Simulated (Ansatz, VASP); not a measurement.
# One calculation of Re, two programs

```
CELL_PARAMETERS angstrom
2.78534 0.00000 0.00000
-1.39267 2.41217 0.00000
0.00000 0.00000 4.50644
ATOMIC_POSITIONS crystal
Re 0.33333 0.66667 0.25000
Re 0.66667 0.33333 0.75000
```

Alike in both runs: functional r2SCAN; k mesh 18 × 18 × 10; occupations gaussian, width 0.1 eV; no spin polarisation.

Ansatz relaxed the structure, and its values are those at the end. VASP's run is a single point on that final structure, the one shown.

|  | VASP | Ansatz |
| --- | --- | --- |
| version | VASP 6.6.1 | Ansatz 0.2.0 |
| potentials or method | VASP PAW PBE potentials, release 64 (Re) | scalar-relativistic, plane waves, PAW |
| plane-wave cutoff (eV) | 520 | 500 |
| valence electrons in the cell | 14 | 30 |

```tsv
	VASP	Ansatz	Ansatz less VASP
gap on the k mesh at the Fermi level (eV)	none	none	-
pressure (GPa)	-10.9	-10.8	+0.14
```

A gap of «none» marks a metal or a gap that the smearing closes. The two sets of potentials don't hold the same shells in valence.

Caveats: the PAW data sets were made with another functional, which shifts forces and pressure a little (VASP). The runs have no spin-orbit coupling, so splittings on Re are missing.
